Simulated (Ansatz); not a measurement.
# Li: bands on a fine mesh, and optics, part 2 of 2

Aim: levels on a fine mesh, and what follows from them: optical spectra of independent particles, band edges or the Fermi surface. Runs: cell and atoms relaxed (PAW); reference run (PAW and LAPW).

Ansatz 0.2.0; DFT LDA. The steps go on from the part before.

### 4 Reference run, fine mesh, LAPW

This is Li in the hcp structure; at room conditions it is bcc.

File input.yaml:

```yaml
crystal:
  lattice:
    - [2.99271204334, 0.0, 0.0]
    - [-1.49635602167, 2.59176465574, 0.0]
    - [0.0, 0.0, 4.89388725947]
  atoms:
    - { symbol: Li, position: [0.333333333333, 0.666666666667, 0.25] }
    - { symbol: Li, position: [0.666666666667, 0.333333333333, 0.75] }
kpoints:
  mp_grid: { grid: [14, 14, 8] }
scf:
  occupations: { method: fermi_dirac, width: 0.1 }
hamiltonian:
  xc: lda
  pseudopotentials: { kind: all_electron, lapw: { basis_error: 0.001 } }
output:
  forces: true
  stress: true
  eigenvalues: true
  eigenstates:
    nscf_kmesh: { grid: [20, 20, 12] }
    de_dk: true
    e_range: [-14, 14]
  optics:
    e_range: [0, 25]
    de: 0.2
    sigma: 0.1
    bands: { spectra_wanted_up_to: 25 }
    nscf_kmesh: { grid: [20, 20, 12] }
    drude_damping: 0.1
checkpoint:
  write: ck
  write_wavefunctions: false
```

On the command line:

```bash
ansatz run input.yaml --threads 1 --pin off --max-ram 3072MiB --backend cpu --events-out ev --progress --plain --runs-dir out
```

The program printed:

```text
LAPW: plane waves up to 4.342 Å⁻¹, error target 1.0e-3 eV per atom; small_component_spin mean_spin; Li in spheres of 1.496 Å, 3 of its electrons in bands, Dirac shells [] (how accurate: hamiltonian.pseudopotentials.lapw.basis_error, Limitations)
Engine: ansatz 0.2.0
Pseudopotentials: kind: all_electron
Pseudopotential: Li, LAPW, valence charge 3, lapw/all_electron/scalar/gaussian/Li, Koelling and Harmon's equation, gaussian nucleus
Functional definition: SPW92
  exchange = slater_x
  correlation = pw_c
Crystal: 2 atoms, lattice volume = 37.959 Å³
Basis set: ecut = 71.83281442819964 eV, 43 PW (Γ), exchange–correlation at level 2
Bands: 7, of which v1, the nominal top of the filled ones, is band 3 counted from 1 (2 counted from 0)
Symmetry: 24 space group operations
Space group: P63/mmc (ITA 194), of the structure as read, at distance tolerance 3.4e-5 Å
k-points: 120 of 1568
Non-local potential: Li, projectors of the file, none
Initial density: superposition of atomic densities (chi_scale 0.1, normalization cell)
Initial wavefunctions: plane waves of lowest kinetic energy (no species holds an atomic orbital)
Functional: x = slater, c = lda
iter 1 solved again at ethr=2.22e-5 eV; its pass at ethr=1.00e-1 eV (dr2=1.33e-3 eV) is discarded
SCF iter   1: F=—  HF=-403.313411 eV  |F-HF|=—  |Δ(HF+E_count)|=         —  Δρ=1.81e-3  dr2=1.32e-3  ethr=2.22e-5  ⟨swp⟩=4.3  Hψ=7672  notcnv=0
preconditioner: auto → none  [metal: Δε(μ)=0.032 eV  Ē_g=6.587 eV  σ=0.100 eV  W_gap=0.08  n_scr=2 (ndim 8)  ℏωp=8.5 eV  f_vac=0.000  D(μ)=0.94/eV (n_scr^D=2)  sad-step TF]
SCF iter   2: F=—  HF=-403.311189 eV  |F-HF|=—  |Δ(HF+E_count)|=   2.22e-3  Δρ=1.16e-3  dr2=5.87e-4  ethr=2.20e-5  ⟨swp⟩=2.0  Hψ=2841  notcnv=0
iter 3 solved again at ethr=3.03e-7 eV; its pass at ethr=9.78e-6 eV (dr2=1.82e-5 eV) is discarded
SCF iter   3: F=—  HF=-403.310809 eV  |F-HF|=—  |Δ(HF+E_count)|=   3.80e-4  Δρ=1.91e-4  dr2=1.81e-5  ethr=3.03e-7  ⟨swp⟩=2.0  Hψ=4578  notcnv=0
SCF iter   4: F=—  HF=-403.310815 eV  |F-HF|=—  |Δ(HF+E_count)|=   5.84e-6  Δρ=7.23e-6  dr2=2.57e-8  ethr=3.02e-7  ⟨swp⟩=2.0  Hψ=2841  notcnv=0
SCF iter   5: F=—  HF=-403.310815 eV  |F-HF|=—  |Δ(HF+E_count)|=   2.03e-8  Δρ=3.28e-7  dr2=3.09e-11  ethr=4.29e-10  ⟨swp⟩=3.0  Hψ=3009  notcnv=0
SCF iter   6: F=-403.310815 eV  HF=-403.310815 eV  |F-HF|=9.09e-12  |Δ(HF+E_count)|=  2.02e-10  Δρ=2.11e-8  dr2=1.24e-13  ethr=1.00e-12  ⟨swp⟩=2.7  Hψ=2948  notcnv=0
SCF 1 converged in 6 iterations: F = -403.310815 eV  dr2 = 1.24e-13
the search or the solves at the SCF's close seem to have found levels that the self-consistency loop had missed (the run counts 1). By its estimate they hold under 1e-12 electrons; where the run keeps them, the occupations were computed again with them
NSCF: frozen V_eff on 308 k-points
the basis was enlarged: its passes take 15.5 MiB over the memory plan, 1 of 1 planned eigensolver slots
NSCF: frozen V_eff on 308 k-points
SCF converged after 6 iterations
Free energy (F): -403.310815 eV
Harris-Foulkes:  -403.310815 eV  (|F-HF|=9.09e-12)
Internal energy: -403.280223 eV  (E = F + TS)
E sigma→0 (E₀):  -403.295519 eV
Entropy (-TS):   -0.030592 eV (-15.296 meV/atom)
Fermi energy:    0.980085 eV
--- Per-component energies (eV) ---
  E_band       = -178.812242
  E_kinetic    = 397.633948
  E_xc         = -94.691454
  E_electrostatic = -706.222717  (all electrons and nuclei)
  E_smearing   = -0.030592  (= −TS)
  E_closure    = 0.000000  (closes the sum)
  E_atoms      = -399.212844  (free atoms, spherical and without spin; not in F)
  Σ components = -403.310815   (vs F -403.310815, Δ=0.00e0)
  Basis errors (estimates in eV, not in F): energy 3.6e-4 per atom: plane waves 3.6e-4 (2.5e-4 summed), levels above the bands 1.3e-30, relativity 5.8e-11, radial functions 2.3e-6, core shells 0.0e0; eigenvalues (radial functions only) 2.6e-5; not estimated: angular momenta, meshes, grids; target (lapw.basis_error) 1.0e-3; muffin-tin radii Li 1.496 Å
--- Forces (eV/Å), atoms counted from 1 ---
  atom   1  Li     0.00000000     0.00000000     0.00000000
  atom   2  Li    -0.00000000    -0.00000000    -0.00000000
  max |Σ_I F_I| component: 2.89e-19 eV/Å
--- Stress (GPa, compression-positive) ---
        0.018577       0.000000       0.000000
        0.000000       0.018577      -0.000000
        0.000000      -0.000000       0.018601
  P = ⅓ Tr σ = 0.0186 GPa (0.186 kbar)
--- Band table (eV; the first three rows and the last of 120) ---
  k-point 0: bands = ["-44.5336", "-44.5077", "-2.5889", "0.9328", "4.1544", "13.8477", "13.8477"]
  k-point 1: bands = ["-44.5326", "-44.5087", "-2.5189", "0.5714", "4.6902", "13.9177", "13.9177"]
  k-point 2: bands = ["-44.5299", "-44.5115", "-2.3091", "-0.1401", "5.9213", "13.1999", "14.1178"]
  k-point 119: bands = ["-44.5015", "-44.5015", "2.9421", "2.9421", "4.0892", "4.0892", "7.7318"]
--- Fermi surface from the table of eigenstates, both spin states counted (twice the sheets' area in a run without spin) ---
  How far the three rows differ hints at the mesh's error and does not bound it.
  reading                E - E_F (eV)   area (Å⁻²)  resistivity times mean free path along x, y, z (Ω·m²), under one mean free path over the surface
  by tetrahedra                0.0110       32.721  9.4930e-16  9.4930e-16  9.0572e-16
  by the states' slopes        0.0133       32.334  9.5712e-16  9.5712e-16  9.2305e-16
  on every second point        0.0088       32.075  9.3031e-16  9.3031e-16  1.0023e-15
```

Wall time 25 s (1 thread of Intel Xeon Platinum 8488C (Sapphire Rapids), shared host); peak memory 0.31 GiB.

Dielectric function (mesh 20×20×12, lines of 0.1 eV; the Drude term is formed anew from the plasma energy of the Fermi-surface sheets, so it departs from the program's file; smoothed further over energy, so single values depart from the program's file; independent particles, no excitons); n, R and the loss function are for light polarised along x:

| E (eV) | Re εxx | Im εxx | Re εzz | Im εzz | n | R | loss |
| --- | --- | --- | --- | --- | --- | --- | --- |
| 1.0 | -36.58 | 8.95 | -39.19 | 4.09 | 0.73 | 0.927 | 0.006 |
| 2.0 | -11.68 | 2.73 | -8.42 | 0.52 | 0.40 | 0.885 | 0.019 |
| 3.0 | -4.34 | 0.50 | -2.13 | 0.81 | 0.12 | 0.915 | 0.026 |
| 4.0 | -1.52 | 0.43 | -1.05 | 1.01 | 0.17 | 0.765 | 0.171 |
| 5.0 | -0.58 | 0.65 | -0.93 | 0.73 | 0.38 | 0.421 | 0.859 |
| 6.0 | -0.32 | 0.66 | -0.47 | 0.72 | 0.46 | 0.311 | 1.229 |
| 7.0 | -0.10 | 0.50 | 0.08 | 0.38 | 0.45 | 0.248 | 1.936 |
| 8.0 | 0.12 | 0.31 | 0.22 | 0.25 | 0.47 | 0.169 | 2.817 |
| 9.0 | 0.29 | 0.26 | 0.35 | 0.34 | 0.58 | 0.088 | 1.718 |
| 10.0 | 0.43 | 0.21 | 0.49 | 0.20 | 0.68 | 0.045 | 0.888 |
| 11.0 | 0.54 | 0.19 | 0.54 | 0.19 | 0.74 | 0.027 | 0.582 |
| 12.0 | 0.58 | 0.19 | 0.62 | 0.20 | 0.77 | 0.021 | 0.513 |
| 13.0 | 0.60 | 0.17 | 0.63 | 0.15 | 0.78 | 0.018 | 0.438 |
| 14.0 | 0.63 | 0.13 | 0.66 | 0.13 | 0.80 | 0.015 | 0.318 |
| 15.0 | 0.67 | 0.10 | 0.71 | 0.10 | 0.82 | 0.011 | 0.219 |
| 16.0 | 0.71 | 0.08 | 0.73 | 0.08 | 0.85 | 0.008 | 0.153 |
| 17.0 | 0.74 | 0.07 | 0.75 | 0.07 | 0.86 | 0.006 | 0.129 |
| 18.0 | 0.75 | 0.05 | 0.77 | 0.05 | 0.86 | 0.006 | 0.098 |
| 19.0 | 0.79 | 0.02 | 0.80 | 0.02 | 0.89 | 0.004 | 0.028 |
| 20.0 | 0.82 | 0.01 | 0.84 | 0.02 | 0.91 | 0.002 | 0.021 |
| 21.0 | 0.84 | 0.01 | 0.85 | 0.01 | 0.92 | 0.002 | 0.020 |
| 22.0 | 0.86 | 0.01 | 0.87 | 0.01 | 0.93 | 0.001 | 0.013 |
| 23.0 | 0.88 | 0.01 | 0.89 | 0.01 | 0.94 | 0.001 | 0.013 |
| 24.0 | 0.89 | 0.01 | 0.90 | 0.01 | 0.94 | 0.001 | 0.012 |
| 25.0 | 0.90 | 0.01 | 0.90 | 0.01 | 0.95 | 0.001 | 0.009 |

Sheets of the Fermi surface:

| spin | band | filled share of the zone | states (1/eV/cell) | mean speed (10⁶ m/s) | area (1/Å²) |
| --- | --- | --- | --- | --- | --- |
| both | 3 | 0.750 | 0.583 | 0.71 | 8.90 |
| both | 4 | 0.250 | 0.424 | 0.80 | 7.30 |

### 5 All runs together

| run | mesh | states at the Fermi level (1/eV/atom) | plasma energy x, y, z (eV) | mean speed (10⁶ m/s) |
| --- | --- | --- | --- | --- |
| reference run, PAW | 20×20×12 | 0.50 | 6.55, 6.55, 6.42 | 0.75 |
| reference run, LAPW | 20×20×12 | 0.50 | 6.55, 6.55, 6.43 | 0.75 |

### 6 Results

The summary covers parts 1 to 2.

| quantity | value |
| --- | --- |
| states at the Fermi level (PAW) | 0.50 per eV and atom |
| bare Sommerfeld coefficient | 1.19 mJ/(K² mol of atoms) |
| plasma energy (x, y, z) | 6.6, 6.6, 6.4 eV |
| strongest local maximum of Im εxx | 1.2 eV |
| peak of the loss function along x | 7.7 eV |

What this shows: It is a metal with 2 bands crossing the Fermi level, 0.50 states per eV and atom there and a mean speed of 0.75 × 10⁶ m/s. These are bare band values on this mesh, without coupling to phonons. The spectra hold no excitons and no local fields. Cautions: frozen-core PAW files fitted under PBE, their cores solved anew for the functional of the run; these sums move with the mesh, by several per cent and more for small sheets.
